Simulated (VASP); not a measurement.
# Ca (Immm) in VASP: notebook

Runs on Ca. Level: PBE. Tasks: single point.

All numbers are computed with VASP 6.6.1; they aren't measurements. Logs are shortened: lines on timing, memory, paths and dates and some standing lists are left out, and cuts for length are marked.

### Step 1. Starting point

The structure is orthorhombic, space group Immm (No. 71). Conventional cell: a = 4.193 Å, b = 4.203 Å, c = 4.891 Å, α = 90.00°, β = 90.00°, γ = 90.00°. Ca (site symmetry mmm) is surrounded by 12 Ca at 3.85 to 4.20 Å.

This isn't the form of Ca at room conditions, which is fcc.

### Step 2. Single point, PBE

INCAR reads:

```
PREC     = Accurate       # precision mode
ENCUT    = 400            # plane-wave cutoff, eV
EDIFF    = 1E-6           # SCF threshold, eV
ISMEAR   = 1              # smearing method
SIGMA    = 0.2            # smearing width, eV
LREAL    = False          # projectors in reciprocal space
LASPH    = True           # aspherical terms in the spheres
NELM     = 100            # most SCF steps
ALGO     = Normal         # electronic algorithm
ISIF     = 2              # what is computed and relaxed
LWAVE    = False          # write WAVECAR
LCHARG   = False          # write CHGCAR
GGA      = PE             # functional
ADDGRID  = False
```

KPOINTS reads:

```
Automatic mesh
0
Gamma
  16 16 16
```

POSCAR reads:

```
Ca
1.0
   -2.1296130000      2.1366080000      2.5183870000
    2.0452440000     -2.1127450000      2.4255450000
    2.0940060000      2.0772270000     -2.4978770000
Ca
1
Direct
    0.5036690000      0.4760610000     -0.0172770000
```

Potentials or basis: VASP PAW PBE potentials, release 64 (Ca_pv).

Launch:

```console
$ cat potpaw_PBE.64/Ca_pv/POTCAR > POTCAR
$ mpirun -np 1 vasp_std > vasp.out
```

OUTCAR:

```text
PREC = Accurate
   ENCUT = 400
   EDIFF = 1E-6
   ISMEAR = 1
   LREAL = False
   LASPH = True
   NELM = 100
   ISIF = 2
   GGA = PE

 Found   2052 irreducible k-points:

 Following reciprocal coordinates:
            Coordinates               Weight
  0.000000  0.000000  0.000000      1.000000
  0.062500  0.000000  0.000000      2.000000
  0.125000  0.000000  0.000000      2.000000
  0.187500  0.000000  0.000000      2.000000
  0.250000  0.000000  0.000000      2.000000
  0.312500  0.000000 -0.000000      2.000000
   k-points           NKPTS =   2052   k-points in BZ     NKDIM =   2052   number of bands    NBANDS=      8
   number of dos      NEDOS =    301   number of ions     NIONS =      1
   total plane-waves  NPLWV =  21952
   dimension x,y,z NGX =    28 NGY =   28 NGZ =   28
   dimension x,y,z NGXF=    56 NGYF=   56 NGZF=   56
   ions per type =               1
   NGX,Y,Z   is equivalent  to a cutoff of  11.85, 12.21, 12.04 a.u.
   NGXF,Y,Z  is equivalent  to a cutoff of  23.69, 24.42, 24.09 a.u.
 SYSTEM =  unknown system
   PREC   = accura    normal or accurate (medium, high low for compatibility)
   ISTART =      0    job   : 0-new  1-cont  2-samecut
   ICHARG =      2    charge: 1-file 2-atom 10-const
   ISPIN  =      1    spin polarized calculation?
   LNONCOLLINEAR =      F non collinear calculations
   LSORBIT =      F    spin-orbit coupling
   LASPH  =      T    aspherical Exc in radial PAW
   ENCUT  =  400.0 eV  29.40 Ry    5.42 a.u.   6.41  6.22  6.30*2*pi/ulx,y,z
   NELM   =    100;   NELMIN=  2; NELMDL= -5     # of ELM steps
   EDIFF  = 0.1E-05   stopping-criterion for ELM
   LREAL  =      F    real-space projection
[... 7 lines left out ...]
   TEBEG  =    0.0;   TEEND  =   0.0 temperature during run
   PSTRESS=    0.0 pullay stress
   NELECT =       8.0000    total number of electrons
   NUPDOWN=      -1.0000    fix difference up-down
   EMIN   =  10.00;   EMAX   =-10.00  energy-range for DOS
   EFERMI =   0.00;   METHOD = LEGACY
   ISMEAR =     1;   SIGMA  =   0.20  broadening in eV -4-tet -1-fermi 0-gaus
   EFERMI_NEDOS =   21; number of points for ismear=-14 and -15
   IALGO  =     38    algorithm
   IMIX   =      4    mixing-type and parameters
     AMIX     =   0.40;   BMIX     =  1.00
     AMIX_MAG =   1.60;   BMIX_MAG =  1.00
  volume/ion in A,a.u.               =      43.10       290.85
  Fermi-wavevector in a.u.,A,eV,Ry     =   0.933859  1.764737 11.865531  0.872092
  Thomas-Fermi vector in A             =   2.060604
   LORBIT       =      0    0 simple, 1 ext, 2 COOP (PROOUT), +10 PAW based schemes
   GGA     = PE    functional components
   LHFCALC =     F    Hartree Fock is set to
   AEXX    =    0.0000 exact exchange contribution
   IVDW    =     0    specifies the selected vdW correction
   LEPSILON=     F    determine dielectric tensor
   LRPA    =     F    only Hartree local field effects (RPA)
 non-spin polarized calculation
 Methfessel and Paxton  Order N= 1 SIGMA  =   0.20
  energy-cutoff  :      400.00
  volume of cell :       43.10
 maximum number of plane-waves:       795
 NGX is ok and might be reduce to    28

 number of electron       8.0000001 magnetization

 Free energy of the ion-electron system (eV)
  ---------------------------------------------------
  ext. energy  EPLUGINS =         0.00000000
  ---------------------------------------------------
  free energy    TOTEN  =        -1.90722337 eV

  energy without entropy =       -1.90669617  energy(sigma->0) =       -1.90704764

 E-fermi :   2.1374     XC(G=0):  -7.6332

 val. band max:        2.1367790344   @ k =  -0.4375   0.3750   0.4375
 cond. band min:       2.1379595737   @ k =  -0.1250   0.4375   0.1875
 fundamental gap:      0.0011805393
 Fermi energy:         2.1374200594

 k-point     1 :       0.0000    0.0000    0.0000
  band No.  band energies     occupation
      1     -20.8679      2.00000
      2     -20.8635      2.00000
      3     -20.8531      2.00000
      4      -1.8718      2.00000
      5       4.2170     -0.00000
      6       4.3437     -0.00000
      7       4.9492     -0.00000
      8       4.9798     -0.00000

 k-point     2 :       0.0625    0.0000    0.0000
  band No.  band energies     occupation
      1     -20.8691      2.00000
      2     -20.8666      2.00000
      3     -20.8550      2.00000
      4      -1.8066      2.00000
      5       4.1942     -0.00000
      6       4.3518     -0.00000
      7       4.9444     -0.00000
      8       4.9602     -0.00000

 k-point     3 :       0.1250    0.0000    0.0000
  band No.  band energies     occupation
      1     -20.8794      2.00000
      2     -20.8720      2.00000
      3     -20.8571      2.00000
      4      -1.6133      2.00000
      5       4.0878     -0.00000
      6       4.3561     -0.00000
      7       4.9171     -0.00000
      8       4.9853     -0.00000

 k-point     4 :       0.1875    0.0000    0.0000
  band No.  band energies     occupation
      1     -20.9000      2.00000
      2     -20.8768      2.00000
      3     -20.8580      2.00000
      4      -1.2990      2.00000
      5       3.8566     -0.00000
      6       4.3079     -0.00000
      7       4.9226     -0.00000
      8       5.1171     -0.00000

 k-point     5 :       0.2500    0.0000    0.0000
  band No.  band energies     occupation
      1     -20.9247      2.00000
      2     -20.8825      2.00000
      3     -20.8585      2.00000
      4      -0.8763      2.00000
      5       3.5247     -0.00000
      6       4.2054     -0.00000
      7       4.9480     -0.00000
      8       5.3578     -0.00000

 k-point     6 :       0.3125    0.0000   -0.0000
  band No.  band energies     occupation
      1     -20.9494      2.00000
      2     -20.8883      2.00000
      3     -20.8589      2.00000
      4      -0.3643      2.00000
      5       3.1309     -0.00000
      6       4.0870     -0.00000
      7       4.9469     -0.00000
      8       5.6358     -0.00000

 [... further k-points ...]
[... 5 lines left out ...]
  --------------------------------------------------------------------------------------
  -------------------------------------------------------------------------------------
  Total       -0.1172315     -0.1631979     -0.0431941      0.0516138     -0.0357820      0.1380232
  in kB       -4.3579655     -6.0667212     -1.6057001      1.9186920     -1.3301590      5.1308781
  external PRESSURE =      -4.0101290 kB  Pullay stress =       0.0000000 kB

 VOLUME and BASIS-vectors are now :
 -----------------------------------------------------------------------------
  energy-cutoff  :      400.00
  volume of cell :       43.10
      direct lattice vectors                 reciprocal lattice vectors
    -2.129613000  2.136608000  2.518387000     0.005544617  0.236380961  0.201221828
     2.045244000 -2.112745000  2.425545000     0.245206417  0.001067158  0.206447491
     2.094006000  2.077227000 -2.497877000     0.243696023  0.239358134  0.003003396

 POSITION                                       TOTAL-FORCE (eV/Angst)
 -----------------------------------------------------------------------------------
      1.95887      2.11169     -0.03158         0.000000     -0.000000      0.000000
 -----------------------------------------------------------------------------------
    total drift:                               -0.000001      0.000007      0.000008

  FREE ENERGIE OF THE ION-ELECTRON SYSTEM (eV)
  ---------------------------------------------------
  free  energy   TOTEN  =        -1.9072233718 eV

  energy  without entropy=       -1.9066961705  energy(sigma->0) =       -1.90704764
```

Run time: 3.7 min. Hardware: 1 thread of Intel Xeon Platinum 8488C (Sapphire Rapids), shared host; peak memory 0.61 GiB.

The run converged, but some of its settings lie outside the range that counts as converged, so its numbers aren't taken as properties of the crystal.

Results:

- Free energy: -1.9072 eV
- Pressure: -0.4 GPa
- Band gap on the k mesh: none (metal or under the smearing width)

### Step 3. Single point, PBE

This run uses another cell than the first one, of the same volume but with other edges.

Changes to INCAR since step 2:

```diff
@@ -4,3 +4,3 @@
 ISMEAR   = 1              # smearing method
-SIGMA    = 0.2            # smearing width, eV
+SIGMA    = 0.05           # smearing width, eV
 LREAL    = False          # projectors in reciprocal space
```

KPOINTS is that of step 2.

POSCAR reads:

```
Ca
1.0
   -2.0964874600      2.1017318100      2.4453524600
    2.0964874600     -2.1017318100      2.4453524600
    2.0964874600      2.1017318100     -2.4453524600
Ca
1
Direct
    0.5000000000      0.5000000000      0.0000000000
```

Potentials or basis: VASP PAW PBE potentials, release 64 (Ca_pv).

Launch:

```console
$ cat potpaw_PBE.64/Ca_pv/POTCAR > POTCAR
$ mpirun -np 1 vasp_std > vasp.out
```

OUTCAR:

```text
PREC = Accurate
   ENCUT = 400
   EDIFF = 1E-6
   ISMEAR = 1
   LREAL = False
   LASPH = True
   NELM = 100
   ISIF = 2
   GGA = PE

 Found    621 irreducible k-points:

 Following reciprocal coordinates:
            Coordinates               Weight
  0.000000  0.000000  0.000000      1.000000
  0.062500  0.000000  0.000000      4.000000
  0.125000  0.000000  0.000000      4.000000
  0.187500 -0.000000  0.000000      4.000000
  0.250000  0.000000  0.000000      4.000000
  0.312500  0.000000  0.000000      4.000000
   k-points           NKPTS =    621   k-points in BZ     NKDIM =    621   number of bands    NBANDS=      8
   number of dos      NEDOS =    301   number of ions     NIONS =      1
   total plane-waves  NPLWV =  21952
   dimension x,y,z NGX =    28 NGY =   28 NGZ =   28
   dimension x,y,z NGXF=    56 NGYF=   56 NGZF=   56
   ions per type =               1
   NGX,Y,Z   is equivalent  to a cutoff of  12.10, 12.10, 12.10 a.u.
   NGXF,Y,Z  is equivalent  to a cutoff of  24.21, 24.21, 24.21 a.u.
 SYSTEM =  unknown system
   PREC   = accura    normal or accurate (medium, high low for compatibility)
   ISTART =      0    job   : 0-new  1-cont  2-samecut
   ICHARG =      2    charge: 1-file 2-atom 10-const
   ISPIN  =      1    spin polarized calculation?
   LNONCOLLINEAR =      F non collinear calculations
   LSORBIT =      F    spin-orbit coupling
   LASPH  =      T    aspherical Exc in radial PAW
   ENCUT  =  400.0 eV  29.40 Ry    5.42 a.u.   6.27  6.27  6.27*2*pi/ulx,y,z
   NELM   =    100;   NELMIN=  2; NELMDL= -5     # of ELM steps
   EDIFF  = 0.1E-05   stopping-criterion for ELM
   LREAL  =      F    real-space projection
[... 7 lines left out ...]
   TEBEG  =    0.0;   TEEND  =   0.0 temperature during run
   PSTRESS=    0.0 pullay stress
   NELECT =       8.0000    total number of electrons
   NUPDOWN=      -1.0000    fix difference up-down
   EMIN   =  10.00;   EMAX   =-10.00  energy-range for DOS
   EFERMI =   0.00;   METHOD = LEGACY
   ISMEAR =     1;   SIGMA  =   0.05  broadening in eV -4-tet -1-fermi 0-gaus
   EFERMI_NEDOS =   21; number of points for ismear=-14 and -15
   IALGO  =     38    algorithm
   IMIX   =      4    mixing-type and parameters
     AMIX     =   0.40;   BMIX     =  1.00
     AMIX_MAG =   1.60;   BMIX_MAG =  1.00
  volume/ion in A,a.u.               =      43.10       290.85
  Fermi-wavevector in a.u.,A,eV,Ry     =   0.933859  1.764737 11.865532  0.872092
  Thomas-Fermi vector in A             =   2.060604
   LORBIT       =      0    0 simple, 1 ext, 2 COOP (PROOUT), +10 PAW based schemes
   GGA     = PE    functional components
   LHFCALC =     F    Hartree Fock is set to
   AEXX    =    0.0000 exact exchange contribution
   IVDW    =     0    specifies the selected vdW correction
   LEPSILON=     F    determine dielectric tensor
   LRPA    =     F    only Hartree local field effects (RPA)
 non-spin polarized calculation
 Methfessel and Paxton  Order N= 1 SIGMA  =   0.05
  energy-cutoff  :      400.00
  volume of cell :       43.10
 maximum number of plane-waves:       800
 NGX is ok and might be reduce to    28

 number of electron       8.0000002 magnetization

 Free energy of the ion-electron system (eV)
  ---------------------------------------------------
  ext. energy  EPLUGINS =         0.00000000
  ---------------------------------------------------
  free energy    TOTEN  =        -1.90920244 eV

  energy without entropy =       -1.90944639  energy(sigma->0) =       -1.90928375

 E-fermi :   2.1383     XC(G=0):  -7.6339

 val. band max:        2.1319900718   @ k =   0.5000  -0.1875   0.1875
 cond. band min:       2.1383825240   @ k =   0.5000  -0.3750   0.2500
 fundamental gap:      0.0063924522
 Fermi energy:         2.1382534702

 k-point     1 :       0.0000    0.0000    0.0000
  band No.  band energies     occupation
      1     -20.8685      2.00000
      2     -20.8680      2.00000
      3     -20.8545      2.00000
      4      -1.8720      2.00000
      5       4.2941      0.00000
      6       4.3074      0.00000
      7       4.8879      0.00000
      8       5.0078      0.00000

 k-point     2 :       0.0625    0.0000    0.0000
  band No.  band energies     occupation
      1     -20.8712      2.00000
      2     -20.8698      2.00000
      3     -20.8564      2.00000
      4      -1.8053      2.00000
      5       4.2682      0.00000
      6       4.3231      0.00000
      7       4.8838      0.00000
      8       4.9820      0.00000
[... 23 lines left out ...]
 k-point     5 :       0.2500    0.0000    0.0000
  band No.  band energies     occupation
      1     -20.9284      2.00000
      2     -20.8859      2.00000
      3     -20.8608      2.00000
      4      -0.8552      2.00000
      5       3.5789      0.00000
      6       4.1610      0.00000
      7       4.9901      0.00000
      8       5.3154      0.00000

 k-point     6 :       0.3125    0.0000    0.0000
  band No.  band energies     occupation
      1     -20.9531      2.00000
      2     -20.8926      2.00000
      3     -20.8613      2.00000
      4      -0.3332      2.00000
      5       3.1817      0.00000
      6       4.0298      0.00000
      7       4.9943      0.00000
      8       5.6331      0.00000

 [... further k-points ...]
[... 5 lines left out ...]
  --------------------------------------------------------------------------------------
  -------------------------------------------------------------------------------------
  Total       -0.1390523     -0.1479797     -0.0365414     -0.0000000      0.0000000      0.0000000
  in kB       -5.1691338     -5.5010001     -1.3583913     -0.0000000      0.0000000      0.0000000
  external PRESSURE =      -4.0095084 kB  Pullay stress =       0.0000000 kB

 VOLUME and BASIS-vectors are now :
 -----------------------------------------------------------------------------
  energy-cutoff  :      400.00
  volume of cell :       43.10
      direct lattice vectors                 reciprocal lattice vectors
    -2.096487460  2.101731810  2.445352460     0.000000000  0.237899050  0.204469502
     2.096487460 -2.101731810  2.445352460     0.238494153  0.000000000  0.204469502
     2.096487460  2.101731810 -2.445352460     0.238494153  0.237899050  0.000000000

 POSITION                                       TOTAL-FORCE (eV/Angst)
 -----------------------------------------------------------------------------------
      0.00000      0.00000      2.44535         0.000000      0.000000     -0.000000
 -----------------------------------------------------------------------------------
    total drift:                                0.000000     -0.000000      0.000000

  FREE ENERGIE OF THE ION-ELECTRON SYSTEM (eV)
  ---------------------------------------------------
  free  energy   TOTEN  =        -1.9092024388 eV

  energy  without entropy=       -1.9094463863  energy(sigma->0) =       -1.90928375
```

OSZICAR:

```text
N       E                     dE             d eps       ncg     rms          rms(c)
DAV:   1     0.162812754416E+02    0.16281E+02   -0.36600E+03  9936   0.109E+03
DAV:   2    -0.111820513092E+01   -0.17399E+02   -0.17382E+02 10440   0.117E+02
DAV:   3    -0.189115909281E+01   -0.77295E+00   -0.77214E+00 15968   0.324E+01
DAV:   4    -0.189933013499E+01   -0.81710E-02   -0.81706E-02 13240   0.265E+00
DAV:   5    -0.189940529052E+01   -0.75156E-04   -0.75156E-04 16408   0.243E-01    0.741E-01
DAV:   6    -0.190487677491E+01   -0.54715E-02   -0.71602E-03 11472   0.172E+00    0.429E-01
DAV:   7    -0.190920088302E+01   -0.43241E-02   -0.84767E-03 11536   0.183E+00    0.512E-02
DAV:   8    -0.190919203465E+01    0.88484E-05   -0.42248E-04 13224   0.369E-01    0.872E-03
DAV:   9    -0.190919889070E+01   -0.68561E-05   -0.12725E-05 16744   0.346E-02    0.664E-03
DAV:  10    -0.190920202763E+01   -0.31369E-05   -0.20548E-06 12776   0.299E-02    0.139E-03
DAV:  11    -0.190920243884E+01   -0.41120E-06   -0.38831E-08  5832   0.225E-03
   1 F= -.19092024E+01 E0= -.19092838E+01  d E =0.243947E-03
```

stdout:

```text
POSCAR found type information on POSCAR Ca
 POSCAR found :  1 types and       1 ions
 scaLAPACK will be used
 LDA part: xc-table for (Slater+PW92), standard interpolation
 POSCAR, INCAR and KPOINTS ok, starting setup
 FFT: planning ... GRIDC
 FFT: planning ... GRID_SOFT
 FFT: planning ... GRID
 WAVECAR not read
 entering main loop
```

Wall time 64 s (1 thread of Intel Xeon Platinum 8488C (Sapphire Rapids), shared host); peak memory 0.28 GiB.

These settings aren't checked as converged: the numbers below hold their error.

Results:

| Item | Value |
| --- | --- |
| Free energy | -1.9092 eV |
| Pressure | -0.4 GPa |
| Band gap on the k mesh | none (metal or under the smearing width) |

### Step 4. The reference run

An earlier run on the cell as given: functional PBE; potentials or basis VASP PAW PBE potentials, release 64 (Ca_sv); cutoff 520 eV; k mesh 9 × 9 × 9; occupations fermi-dirac, width 0.05 eV; no spin polarisation.

* Pressure: -0.4 GPa
* Band gap on the k mesh: none (metal or under the smearing width)
